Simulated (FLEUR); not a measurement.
Crystal: TiO2 (Anatase).

```xyz
6
Lattice="-1.8921 1.8921 4.7573 1.8921 -1.8921 4.7573 1.8921 1.8921 -4.7573" Properties=species:S:1:pos:R:3 pbc="T T T"
Ti    0.0000    1.8921    2.3786
Ti    0.0000    0.0000    0.0000
O     0.0000    0.0000    7.5346
O     0.0000    1.8921    0.3987
O     0.0000    1.8921    4.3586
O     0.0000    0.0000    1.9800
```

Base run:

| Quantity | Value |
| --- | --- |
| Program | FLEUR MaX-R8.1 (later development tree) |
| Functional | LDA |
| Potentials or basis | all-electron |
| Basis | FLAPW |
| Kmax | 5.1 1/bohr |
| k mesh | 10 × 10 × 10 |
| Occupations | fermi-dirac, width 0.05 eV |
| Spin | no spin polarisation |

Its results: band gap on the k mesh 2.02 eV, indirect (least direct gap 2.36 eV).

Task: The run is repeated on the same cell with these changes: functional from LDA to r2SCAN. What comes out?

Result: Band gap on the k mesh 2.48 eV, indirect (least direct gap 2.84 eV).

r2SCAN gives the wider gap, since meta-GGAs in the generalised Kohn-Sham scheme recover part of the derivative discontinuity.

Caveats: the meta-GGA is that of a development version, with a GGA for the radial functions and cores and without core tails (some runs).
